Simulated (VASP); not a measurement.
# Re in VASP: further runs

Aim: see how the results for Re move with the level of theory and the settings. Levels: PBE, PBE+D2, PBE+D3. Tasks: relaxation of the atoms.

All numbers are computed with VASP 6.6.1; they aren't measurements. Logs are shortened: lines on timing, memory, paths and dates and some standing lists are left out, and cuts for length are marked.

## 1. The slab as given

The cell holds a slab with vacuum, 5 atoms: a = 2.793 Å, b = 2.793 Å, c = 24.122 Å, α = 90.00°, β = 90.00°, γ = 120.00°.

The slab is cut from a database's or a generator's crystal, which needn't be the stable form of the element.

## 2. Relaxation of the atoms, PBE

INCAR

```
  ALGO = Normal
  DIPOL = 0.5 0.5 0.500
  EDIFF = 1E-6
  EDIFFG = -0.02
  ENCUT = 520
  GGA = PE
  IBRION = 2
  IDIPOL = 3
  ISIF = 2
  ISMEAR = -1
  LASPH = True
  LCHARG = False
  LDIPOL = True
  LREAL = False
  LWAVE = False
  NELM = 100
  NSW = 40
  PREC = Accurate
  SIGMA = 0.05
```

KPOINTS

```
k-points
0
Gamma
  8 8 1
```

POSCAR

```
Re
1.0
    2.7930717857      0.0000000000      0.0000000000
   -1.3965358928      2.4188711210      0.0000000000
    0.0000000000      0.0000000000     24.1221342532
Re
5
Selective dynamics
Direct
    0.6666666667      0.3333333333      0.3109177621  F F F
    0.3333333333      0.6666666667      0.4054588811  F F F
    0.0000000000      0.0000000000      0.5000000000  T T T
    0.6666666667      0.3333333333      0.5945411189  T T T
    0.3333333333      0.6666666667      0.6890822379  T T T
```

Potentials or basis: VASP PAW PBE potentials, release 64 (Re).

Run with:

```console
$ cat potpaw_PBE.64/Re/POTCAR > POTCAR
$ mpirun -np 1 vasp_std > vasp.out
```

OUTCAR:

```text
EDIFF = 1E-6
   EDIFFG = -0.02
   ENCUT = 520
   GGA = PE
   IBRION = 2
   ISIF = 2
   ISMEAR = -1
   LASPH = True
   LREAL = False
   NELM = 100
   NSW = 40
   PREC = Accurate

 ion  position               nearest neighbor table
   1  0.667  0.333  0.311-   2 2.79   2 2.79   2 2.79
   2  0.333  0.667  0.405-   3 2.79   3 2.79   3 2.79   1 2.79   1 2.79   1 2.79
   3  0.000  0.000  0.500-   2 2.79   4 2.79   2 2.79   4 2.79   4 2.79   2 2.79
   4  0.667  0.333  0.595-   3 2.79   3 2.79   3 2.79   5 2.79   5 2.79   5 2.79
   5  0.333  0.667  0.689-   4 2.79   4 2.79   4 2.79

  LATTYP: Found a hexagonal cell.
 ALAT       =     2.7930717857
 C/A-ratio  =     8.6364175732

  Lattice vectors:

 A1 = (   2.7930717857,   0.0000000000,   0.0000000000)
 A2 = (  -1.3965358928,   2.4188711210,   0.0000000000)
 A3 = (   0.0000000000,   0.0000000000,  24.1221342532)

Analysis of symmetry for initial positions (statically):
=====================================================================
 Subroutine PRICEL returns:
 Original cell was already a primitive cell.

 Routine SETGRP: Setting up the symmetry group for a
 hexagonal supercell.

 Subroutine GETGRP returns: Found 12 space group operations
 (whereof 12 operations were pure point group operations)
 out of a pool of 24 trial point group operations.

The static configuration has the point symmetry D_3d.

Analysis of symmetry for dynamics (positions and initial velocities):
=====================================================================
 Subroutine PRICEL returns:
 Original cell was already a primitive cell.

 Routine SETGRP: Setting up the symmetry group for a
 hexagonal supercell.

 Subroutine GETGRP returns: Found 12 space group operations
 (whereof 12 operations were pure point group operations)
 out of a pool of 24 trial point group operations.

The dynamic configuration has the point symmetry D_3d.

Analysis of constrained symmetry for selective dynamics:
=====================================================================
 Subroutine PRICEL returns:
 Original cell was already a primitive cell.

 Routine SETGRP: Setting up the symmetry group for a
 hexagonal supercell.

 Subroutine GETGRP returns: Found  6 space group operations
 (whereof  6 operations were pure point group operations)
 out of a pool of 24 trial point group operations.

The constrained configuration has the point symmetry C_3v.

 Subroutine INISYM returns: Found  6 space group operations
 (whereof  6 operations are pure point group operations),
 and found     1 'primitive' translations

----------------------------------------------------------------------------------------

                                     Primitive cell

  volume of cell :     162.9711

  direct lattice vectors                    reciprocal lattice vectors
     2.793071786  0.000000000  0.000000000     0.358028750  0.206707995  0.000000000
    -1.396535893  2.418871121  0.000000000     0.000000000  0.413415990  0.000000000
     0.000000000  0.000000000 24.122134253     0.000000000  0.000000000  0.041455702

  length of vectors
     2.793071786  2.793071786 24.122134253     0.413415990  0.413415990  0.041455702

  position of ions in fractional coordinates (direct lattice)
     0.666666667  0.333333333  0.310917762
     0.333333333  0.666666667  0.405458881
     0.000000000  0.000000000  0.500000000
     0.666666667  0.333333333  0.594541119
     0.333333333  0.666666667  0.689082238

  ion indices of the primitive-cell ions
   primitive index   ion index
                 1           1
[... 56 lines left out ...]
   LNONCOLLINEAR =      F non collinear calculations
   LSORBIT =      F    spin-orbit coupling
   LASPH  =      T    aspherical Exc in radial PAW
   ENCUT  =  520.0 eV  38.22 Ry    6.18 a.u.   5.19  5.19 44.85*2*pi/ulx,y,z
   NELM   =    100;   NELMIN=  2; NELMDL= -5     # of ELM steps
   EDIFF  = 0.1E-05   stopping-criterion for ELM
   LREAL  =      F    real-space projection
   EDIFFG = -.2E-01   stopping-criterion for IOM
   NSW    =     40    number of steps for IOM
   IBRION =      2    ionic relax: 0-MD 1-quasi-New 2-CG
   NFREE  =      1    steps in history (QN), initial steepest desc. (CG)
   ISIF   =      2    stress and relaxation
   ISYM   =      2    0-nonsym 1-usesym 2-fastsym
   POTIM  = 0.5000    time-step for ionic-motion
   TEBEG  =    0.0;   TEEND  =   0.0 temperature during run
   PSTRESS=    0.0 pullay stress
   NELECT =      35.0000    total number of electrons
   NUPDOWN=      -1.0000    fix difference up-down
   EMIN   =  10.00;   EMAX   =-10.00  energy-range for DOS
   EFERMI =   0.00;   METHOD = LEGACY
   ISMEAR =    -1;   SIGMA  =   0.05  broadening in eV -4-tet -1-fermi 0-gaus
   EFERMI_NEDOS =   21; number of points for ismear=-14 and -15
   IALGO  =     38    algorithm
   IMIX   =      4    mixing-type and parameters
     AMIX     =   0.40;   BMIX     =  1.00
     AMIX_MAG =   1.60;   BMIX_MAG =  1.00
  volume/ion in A,a.u.               =      32.59       219.96
  Fermi-wavevector in a.u.,A,eV,Ry     =   0.980379  1.852648 13.077144  0.961143
  Thomas-Fermi vector in A             =   2.111305
   LORBIT       =      0    0 simple, 1 ext, 2 COOP (PROOUT), +10 PAW based schemes
   GGA     = PE    functional components
   LHFCALC =     F    Hartree Fock is set to
   AEXX    =    0.0000 exact exchange contribution
   IVDW    =     0    specifies the selected vdW correction
   LEPSILON=     F    determine dielectric tensor
   LRPA    =     F    only Hartree local field effects (RPA)
 conjugate gradient relaxation of ions
 non-spin polarized calculation
  energy-cutoff  :      520.00
  volume of cell :      162.97
 maximum number of plane-waves:      4430
 NGX is ok and might be reduce to    24
   NGX = 11   NGY = 11   NGZ = 89

--------------------------------------- Ionic step        1  -------------------------------------------

 number of electron      34.9999997 magnetization

 Free energy of the ion-electron system (eV)
  ---------------------------------------------------
  ext. energy  EPLUGINS =         0.00000000
  ---------------------------------------------------
  free energy    TOTEN  =       -59.30765691 eV

  energy without entropy =      -59.26069316  energy(sigma->0) =      -59.28417504

------------------------ aborting loop because EDIFF is reached ----------------------------------------

  FORCE on cell =-STRESS in cart. coord.  units (eV):
  Direction    XX          YY          ZZ          XY          YZ          ZX
  --------------------------------------------------------------------------------------
  -------------------------------------------------------------------------------------
  Total       -9.5742487     -9.5742487     -8.3173026     -0.0000000      0.0000000     -0.0000000
  in kB      -94.1249438    -94.1249438    -81.7678401     -0.0000000      0.0000000     -0.0000000
  external PRESSURE =     -90.0059093 kB  Pullay stress =       0.0000000 kB
[... 98 lines left out ...]
  FREE ENERGIE OF THE ION-ELECTRON SYSTEM (eV)
  ---------------------------------------------------
  free  energy   TOTEN  =       -59.4413932461 eV

  energy  without entropy=      -59.3955907816  energy(sigma->0) =      -59.41849201

[... ionic steps 4 to 8 ...]

--------------------------------------- Ionic step        9  -------------------------------------------

 number of electron      34.9999999 magnetization

------------------------ aborting loop because EDIFF is reached ----------------------------------------

 vacuum level on the upper side and lower side of the slab       (xc-potential included)        -0.057         0.045

  FORCE on cell =-STRESS in cart. coord.  units (eV):
  Direction    XX          YY          ZZ          XY          YZ          ZX
  --------------------------------------------------------------------------------------
  -------------------------------------------------------------------------------------
  Total       -7.7422751     -7.7422751     -3.6026860     -0.0000000      0.0000000     -0.0000000
  in kB      -76.1147150    -76.1147150    -35.4181964     -0.0000000      0.0000000     -0.0000000
  external PRESSURE =     -62.5492088 kB  Pullay stress =       0.0000000 kB
[... 20 lines left out ...]
  FREE ENERGIE OF THE ION-ELECTRON SYSTEM (eV)
  ---------------------------------------------------
  free  energy   TOTEN  =       -59.4619095935 eV

  energy  without entropy=      -59.4170284508  energy(sigma->0) =      -59.43946902

 dipolmoment           0.000000      0.000000      0.016957 electrons x Angstroem

--------------------------------------- Ionic step       10  -------------------------------------------

 number of electron      34.9999998 magnetization

------------------------ aborting loop because EDIFF is reached ----------------------------------------
[... 34 lines left out ...]
--------------------------------------- Ionic step       11  -------------------------------------------

 number of electron      34.9999999 magnetization

 dipolmoment           0.000000      0.000000     -0.003732 electrons x Angstroem

 Free energy of the ion-electron system (eV)
  ---------------------------------------------------
  ext. energy  EPLUGINS =         0.00000000
  ---------------------------------------------------
  free energy    TOTEN  =       -59.46220389 eV

  energy without entropy =      -59.41737604  energy(sigma->0) =      -59.43978996

 E-fermi :   0.9297     XC(G=0):  -7.1672

 val. band max:        0.9081882592   @ k =   0.1250   0.1250   0.0000
 cond. band min:       0.9753885156   @ k =   0.3750  -0.0000   0.0000
 fundamental gap:      0.0672002564
 Fermi energy:         0.9296604978

 k-point     1 :       0.0000    0.0000    0.0000
  band No.  band energies     occupation
      1      -8.6361      2.00000
      2      -7.6378      2.00000
      3      -6.3780      2.00000
      4      -5.6621      2.00000
      5      -5.6337      2.00000
      6      -1.6169      2.00000
[... 229 lines left out ...]
     20       2.2897      0.00000
     21       2.8134      0.00000

------------------------ aborting loop because EDIFF is reached ----------------------------------------

 vacuum level on the upper side and lower side of the slab       (xc-potential included)        -0.090        -0.071

  FORCE on cell =-STRESS in cart. coord.  units (eV):
  Direction    XX          YY          ZZ          XY          YZ          ZX
  --------------------------------------------------------------------------------------
  -------------------------------------------------------------------------------------
  Total       -7.6740219     -7.6740219     -3.4137828     -0.0000000      0.0000000     -0.0000000
  in kB      -75.4437142    -75.4437142    -33.5610785     -0.0000000      0.0000000     -0.0000000
  external PRESSURE =     -61.4828356 kB  Pullay stress =       0.0000000 kB
[... 20 lines left out ...]
  FREE ENERGIE OF THE ION-ELECTRON SYSTEM (eV)
  ---------------------------------------------------
  free  energy   TOTEN  =       -59.4622038864 eV

  energy  without entropy=      -59.4173760404  energy(sigma->0) =      -59.43978996

 reached required accuracy - stopping structural energy minimisation

 vacuum level on the upper side and lower side of the slab         5.965         6.007
```

Wall time 11 min (1 thread of Intel Xeon Platinum 8488C (Sapphire Rapids), shared host); peak memory 0.31 GiB.

Results:

| Quantity | Value |
| --- | --- |
| Free energy | -59.4622 eV |
| Energy gained by relaxing | 30.9 meV/atom |
| Ionic steps | 11 |

The path:
| step | energy change (eV) | largest force (eV/Å) | pressure (GPa) |
| --- | --- | --- | --- |
| 1 | 0.0000 | 1.5421 | -9.00 |
| 2 | -0.1288 | 1.5297 | -7.80 |
| 3 | -0.1337 | 1.5357 | -7.46 |
| 4 | -0.1382 | 1.5294 | -7.30 |
| 5 | -0.1474 | 1.5167 | -6.82 |
| 6 | -0.1434 | 1.4896 | -5.75 |
| 7 | -0.1496 | 1.5074 | -6.45 |
| 8 | -0.1538 | 1.4572 | -6.32 |
| 9 | -0.1543 | 1.4349 | -6.25 |
| 10 | -0.1540 | 1.4265 | -6.01 |
| 11 | -0.1545 | 1.4317 | -6.15 |

Final structure:
```
Re
1.0
     2.79307    0.00000    0.00000
    -1.39654    2.41887    0.00000
     0.00000    0.00000   24.12213
Re
5
Direct
  0.66667 0.33333 0.31092
  0.33333 0.66667 0.40546
  0.00000 0.00000 0.49831
  0.66667 0.33333 0.59413
  0.33333 0.66667 0.68151
```

Levels at points of the mesh, in eV from the Fermi level:
| k point | band 14 | band 15 | band 16 | band 17 | band 18 | band 19 | band 20 | band 21 |
| --- | --- | --- | --- | --- | --- | --- | --- | --- |
| (0.00, 0.00, 0.00) | -1.69 | -1.47 | -1.30 | -1.30 | -1.15 | -1.15 | -0.10 | 0.56 |
| (0.50, 0.00, 0.00) | -1.08 | -0.08 | 0.37 | 0.85 | 1.47 | 2.09 | 2.70 | 3.23 |

Caveat: the bands computed are all filled at some k points, so no gap is given. Spin-orbit coupling is left out, which matters for the levels of Re.

## 3. Relaxation of the atoms, PBE+D2

INCAR: that of step 2 with these lines changed.

```diff
@@ -10,2 +10,3 @@
   ISMEAR = -1
+  IVDW = 1
   LASPH = True
```

KPOINTS is that of step 2.

POSCAR is that of step 2.

Potentials or basis: VASP PAW PBE potentials, release 64 (Re).

Run with:

```console
$ cat potpaw_PBE.64/Re/POTCAR > POTCAR
$ mpirun -np 1 vasp_std > vasp.out
```

Run time: 12 min. Hardware: 1 thread of Intel Xeon Platinum 8488C (Sapphire Rapids), shared host; peak memory 0.31 GiB.

Results (log left out):

| Property | Result |
| --- | --- |
| Free energy | -66.2195 eV |
| Energy gained by relaxing | 81.3 meV/atom |
| Ionic steps | 15 |
| Dispersion energy per atom | -1.377 eV |

The path:
| step | energy change (eV) | largest force (eV/Å) | pressure (GPa) |
| --- | --- | --- | --- |
| 1 | 0.0000 | 2.1994 | -17.96 |
| 2 | -0.1995 | 2.1818 | -16.32 |
| 3 | -0.2155 | 2.1833 | -15.55 |
| 4 | -0.2622 | 2.1651 | -15.09 |
| 5 | -0.3483 | 2.1086 | -13.44 |
| 6 | -0.3540 | 2.0699 | -12.63 |
| 7 | -0.3901 | 1.9678 | -12.13 |
| 8 | -0.4060 | 1.8615 | -11.46 |
| 9 | -0.4061 | 1.8578 | -11.39 |
| 10 | -0.4061 | 1.8593 | -11.42 |
| 11 | -0.4062 | 1.8587 | -11.53 |
| 12 | -0.4062 | 1.8583 | -11.49 |
| 13 | -0.4062 | 1.8581 | -11.49 |
| 14 | -0.4062 | 1.8582 | -11.49 |
| 15 | -0.4063 | 1.8588 | -11.49 |

Final structure:
```
Re
1.0
     2.79307    0.00000    0.00000
    -1.39654    2.41887    0.00000
     0.00000    0.00000   24.12213
Re
5
Direct
  0.66667 0.33333 0.31092
  0.33333 0.66667 0.40546
  0.00000 0.00000 0.49436
  0.66667 0.33333 0.58578
  0.33333 0.66667 0.67156
```

Levels at points of the mesh, in eV from the Fermi level:
```csv
k point,band 14,band 15,band 16,band 17,band 18,band 19,band 20,band 21
"(0.00, 0.00, 0.00)",-1.62,-1.39,-1.39,-1.32,-1.18,-1.18,-0.07,0.77
"(0.50, 0.00, 0.00)",-1.22,-0.07,0.32,0.89,1.47,2.06,2.77,3.37
```

Caveat: the bands computed are all filled at some k points, so no gap is given. Spin-orbit coupling is left out, which matters for the levels of Re.

## 4. Relaxation of the atoms, PBE+D3

INCAR: that of step 3 with these lines changed.

```diff
@@ -10,3 +10,3 @@
   ISMEAR = -1
-  IVDW = 1
+  IVDW = 11
   LASPH = True
```

KPOINTS is that of step 3.

POSCAR is that of step 3.

Run with:

```console
$ cat potpaw_PBE.64/Re/POTCAR > POTCAR
$ mpirun -np 1 vasp_std > vasp.out
```

It took 9.4 min on 1 thread of Intel Xeon Platinum 8488C (Sapphire Rapids), shared host; peak memory 0.33 GiB.

The run converged. Its results:

```
Free energy                : -61.5569 eV
Energy gained by relaxing  : 37.9 meV/atom
Ionic steps                : 12
Dispersion energy per atom : -0.420 eV
```

Step by step:
```csv
step,energy change (eV),largest force (eV/Å),pressure (GPa)
1,0.0000,1.6811,-11.42
2,-0.1362,1.6686,-10.15
3,-0.1427,1.6696,-9.72
4,-0.1532,1.6665,-9.49
5,-0.1748,1.6434,-8.69
6,-0.1620,1.5770,-6.99
7,-0.1793,1.6173,-8.16
8,-0.1885,1.5373,-7.94
9,-0.1894,1.5079,-7.83
10,-0.1894,1.5084,-7.84
11,-0.1893,1.4990,-7.67
12,-0.1896,1.4982,-7.75
```

Final structure:
```yaml
crystal:
  lattice:
    - [2.79307, 0.00000, 0.00000]
    - [-1.39654, 2.41887, 0.00000]
    - [0.00000, 0.00000, 24.12213]
  atoms:
    - { symbol: Re, position: [0.66667, 0.33333, 0.31092] }
    - { symbol: Re, position: [0.33333, 0.66667, 0.40546] }
    - { symbol: Re, position: [0.00000, 0.00000, 0.49737] }
    - { symbol: Re, position: [0.66667, 0.33333, 0.59213] }
    - { symbol: Re, position: [0.33333, 0.66667, 0.67924] }
```

Levels at points of the mesh, in eV from the Fermi level:
| k point | band 13 | band 14 | band 15 | band 16 | band 17 | band 18 | band 19 | band 20 | band 21 |
| --- | --- | --- | --- | --- | --- | --- | --- | --- | --- |
| (0.00, 0.00, 0.00) | -1.71 | -1.71 | -1.45 | -1.32 | -1.32 | -1.16 | -1.16 | -0.10 | 0.61 |
| (0.50, 0.00, 0.00) | -1.16 | -1.10 | -0.08 | 0.36 | 0.86 | 1.47 | 2.09 | 2.72 | 3.28 |

Caveat: the bands computed are all filled at some k points, so no gap is given. The run has no spin-orbit coupling, so splittings on Re are missing.
